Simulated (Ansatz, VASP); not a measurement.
## Ge: VASP beside Ansatz

Contents of INCAR:

```
ALGO     = Normal         # electronic algorithm
EDIFF    = 1E-6           # SCF threshold, eV
ENCUT    = 520            # plane-wave cutoff, eV
GGA      = PE             # functional
ISIF     = 2              # what is computed and relaxed
ISMEAR   = -1             # smearing method
LASPH    = T              # aspherical terms in the spheres
LCHARG   = F              # write CHGCAR
LREAL    = F              # projectors in reciprocal space
LWAVE    = F              # write WAVECAR
NBANDS   = 13             # bands
NELM     = 100            # most SCF steps
PREC     = Accurate       # precision mode
SIGMA    = 0.08           # smearing width, eV
```

Contents of KPOINTS:

```
k-points
0
Gamma
  15 15 15
```

Contents of POSCAR:

```
Ge
1.0
    2.5572968751      0.0000000000      0.0000000000
    0.0000000000      2.5572968751      0.0000000000
    0.0000000000      0.0000000000      2.5572968751
Ge
1
Direct
    0.0000000000      0.0000000000      0.0000000000
```

Input for Ansatz:

```yaml
crystal:
  lattice:
    - [2.5572968751, 0.0, 0.0]
    - [0.0, 2.5572968751, 0.0]
    - [0.0, 0.0, 2.5572968751]
  atoms:
    - { symbol: Ge, position: [0.0, 0.0, 0.0] }
kpoints:
  mp_grid: { grid: [15, 15, 15] }
scf:
  occupations: { method: fermi_dirac, width: 0.08 }
hamiltonian:
  xc: pbe
  pseudopotentials: { kind: paw }
output:
  forces: true
  stress: true
  eigenvalues: true
  populations: true
```

Change from the starting cell: volume scaled by 0.84, PAW files.

Alike in both runs: task single point; functional PBE; k mesh 15 × 15 × 15; occupations fermi-dirac, width 0.08 eV; no spin polarisation.

|  | VASP | Ansatz |
| --- | --- | --- |
| version | VASP 6.6.1 | Ansatz 0.2.0 |
| potentials or method | VASP PAW PBE potentials, release 64 (Ge_d) | PAW with Ansatz's default frozen-core files, scalar-relativistic |
| plane-wave cutoff (eV) | 520 | 420 |
| valence electrons in the cell | 14 | 14 |

Ansatz gave:

* pressure (GPa): 17.5

Task: Estimate VASP's values.

Result: Pressure (GPa): 17.4.

Caveats: so large a pressure means that the cell lies far from this level's equilibrium, or that cutoff or potentials fall short (VASP).
